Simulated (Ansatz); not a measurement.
Space group I4/mmm (No. 139). a = 4.007 Å, b = 4.007 Å, c = 3.457 Å, α = 90.00°, β = 90.00°, γ = 90.00°
```tsv
atom	site	symmetry	x	y	z
Sn	2b	4/mmm	0.0000	0.0000	0.5000
```

Equation of state of this Sn structure (not necessarily the ground state), with shape and atoms relaxed at each volume where symmetry leaves them free. It has no gap at any of these volumes. Computed with DFT PBE, scalar-relativistic, plane waves, PAW (Ansatz 0.2.0).

Settings: cutoff 420 eV, Γ-centred mesh 20×20×20 on the computed 1-atom cell, Gaussian smearing of 0.10 eV; no spin polarisation.

```json
{"V (Å³/atom)": "24.423", "E − E(largest V) (meV/atom)": "41.35", "P (GPa)": "8.14"}
{"V (Å³/atom)": "25.255", "E − E(largest V) (meV/atom)": "6.16", "P (GPa)": "5.51"}
{"V (Å³/atom)": "26.088", "E − E(largest V) (meV/atom)": "-16.46", "P (GPa)": "3.31"}
{"V (Å³/atom)": "26.920", "E − E(largest V) (meV/atom)": "-28.64", "P (GPa)": "1.47"}
{"V (Å³/atom)": "27.753", "E − E(largest V) (meV/atom)": "-32.20", "P (GPa)": "0.01"}
{"V (Å³/atom)": "28.586", "E − E(largest V) (meV/atom)": "-28.96", "P (GPa)": "-1.22"}
{"V (Å³/atom)": "29.418", "E − E(largest V) (meV/atom)": "-19.76", "P (GPa)": "-2.27"}
{"V (Å³/atom)": "30.528", "E − E(largest V) (meV/atom)": "0.00", "P (GPa)": "-3.39"}
```

**Question.** Fit a third-order Birch–Murnaghan equation, E = E0 + (9V0B0/16)·[(x − 1)³B0' + (x − 1)²(6 − 4x)] with x = (V0/V)^(2/3), to E(V).

**Answer.** V0 = 27.74 Å³/atom, B0 = 45 GPa, B0' = 5.4.

Another cell of Sn relaxed alike, in P6/mmm, lies 21 meV/atom lower, so this cell isn't the stable form at this level.

The cell was found from a structure generator's guess, not taken from experiment.
